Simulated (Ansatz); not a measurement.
Li2H and its competing phases

All numbers below come from Ansatz, DFT PBE, scalar-relativistic, plane waves, PAW. Settings: cutoff 420 eV, Γ-centred meshes spaced at most about 0.3 Å⁻¹, and about 0.25 Å⁻¹ or finer for metals (2π included), Gaussian smearing. No spin polarisation.

Energies over the elements count from the elements' standard structures at the same level (H₂ as a molecule), with no fitted energy shifts.

Temperature and zero-point effects are left out. With hydrogen, zero-point motion can shift formation energies by some tens of meV/atom.

The competitors are the elements and 1 reference phase of this chemical system (from databases or known types: LiH), relaxed at the same level; other known phases may be missing.

The candidate was reached from: ZrMo2 type (Fd-3m) distorted into a subgroup, changed on relaxing.

```xyz
6
Lattice="0.0000 4.0212 4.0212 4.0212 0.0000 4.0212 4.0212 4.0212 0.0000" Properties=species:S:1:pos:R:3 pbc="T T T"
Li    3.0159    3.0159    1.0053
Li    1.0053    1.0053    1.0053
Li    1.0053    3.0159    3.0159
Li    3.0159    1.0053    3.0159
H     2.0106    2.0106    2.0106
H     0.0000    0.0000    0.0000
```

Question: Is it stable, and against what?

Answer: Not stable. Its formation energy is -0.021 eV/atom. The lowest competing mixture at this composition is this:

| phase | space group | source | share of atoms | ΔE_f (eV/atom) |
| --- | --- | --- | --- | --- |
| Li | - | element | 0.3333 | -0.0036 |
| LiH | Fm-3m (No. 225) | textbook type | 0.6667 | -0.417 |

The lowest database cell of Li (-0.0036) lies slightly below the reference, hence the non-zero entry.

The mixture lies at -0.279 eV/atom, and the candidate lies 0.26 eV/atom above it. The candidate matches no cell in the subsets of the Crystallography Open Database and the Materials Project at hand. The margin is far too high for a likely synthesis. It has the anti-beta-cristobalite type.
